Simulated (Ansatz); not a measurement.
The system is AlAu2.

```
Au Al
1.0
    -1.67151    1.67151    4.39908
     1.67151   -1.67151    4.39908
     1.67151    1.67151   -4.39908
Au Al
2 1
Direct
  0.34373 0.34373 0.00000
  0.65627 0.65627 0.00000
  0.00000 0.00000 0.00000
```

The cell comes from a database or a generator and needn't be the stable form of this composition.

Base run:

- Program: Ansatz 0.2.0
- Functional: PBEsol
- Potentials or basis: all-electron LAPW, scalar-relativistic
- Cutoff: 257 eV
- Density cutoff: 1029 eV
- Basis error allowed: 0.002 eV/atom
- k mesh: 11 × 11 × 11
- Occupations: fermi-dirac, width 0.05 eV
- Spin: no spin polarisation

Its results: pressure -2.3 GPa; largest force 0.057 eV/Å.

Q: The run is repeated on the same cell with these changes: potentials or basis from all-electron LAPW, scalar-relativistic to all-electron LAPW, non-relativistic. What comes out?

A: Pressure 18.4 GPa; largest force 0.553 eV/Å.

Caveats: relativity is left out, which matters for the heavier elements (some runs).

Not every run made on this cell is shown here.
